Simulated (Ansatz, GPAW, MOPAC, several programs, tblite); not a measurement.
# HfO2 (a single layer): cheap methods against density-functional theory

How much accuracy does each second buy? HfO2 as a single layer in vacuum is computed with 9 methods, from the cheapest up to r2SCAN.

Program: MOPAC, tblite, GPAW, Ansatz (versions at each run). Level of theory: no spin polarisation, static lattice; gaps from single points on the cell relaxed beforehand with r²SCAN. These are calculated values, not measurements.

## Step 1: Starting point

Symmetry: P-6m2, No. 187, hexagonal system. The conventional cell has a = 3.096 Å, b = 3.096 Å, c = 29.684 Å, α = 90.00°, β = 90.00°, γ = 120.00°. Hf (site symmetry -6m2) is surrounded by 6 O at 2.13 Å. O (site symmetry 3m) is surrounded by 3 Hf at 2.13 Å.

Structure file:

```
CELL_PARAMETERS angstrom
3.09604 0.00000 0.00000
-1.54802 2.68125 0.00000
0.00000 0.00000 29.68409
ATOMIC_POSITIONS crystal
Hf 0.33333 0.66667 0.30319
O 0.66667 0.33333 0.34203
O 0.66667 0.33333 0.26435
```

The cell holds a single layer (2H monolayer) with vacuum along c; the form is built, and need not be the compound's stable one.

**Question.** The methods are PM6, PM7, GFN1-xTB (tblite), GFN2-xTB (tblite), PBE/single-zeta, coarse PBE, GLLB-SC, PBE, r2SCAN. What gap does r2SCAN give on this cell, and which other methods (full PBE left aside) come nearest to r2SCAN and farthest in gap?

```
                                      quantity                                         value
                                        r2SCAN                                   gap 2.49 eV
gap: nearest and farthest of the other methods  GFN1-xTB (tblite) (-0.24 eV), PM7 (+6.65 eV)
```

What this shows: Among the 6 methods compared for the gap (full PBE left aside), GFN1-xTB (tblite) is nearest to r2SCAN and PM7 farthest. A minimal basis or a coarse cutoff and mesh shifts results by its own error, so closeness to r2SCAN can be chance. Cluster runs see only the k-points that fold onto the zone centre, so their gaps can miss the band edges. GLLB-SC is compared with its derivative discontinuity added. PM6 ended in an unphysical state and is left out of the comparison. CPU times run from 1.4 s (GFN1-xTB (tblite)) to 72 s (GLLB-SC). On this cell GLLB-SC cost more than r2SCAN itself (39 s), so it is no saving here. r2SCAN is a yardstick, not the truth: it usually gives gaps below the measured ones. Spin-orbit coupling is left out throughout.
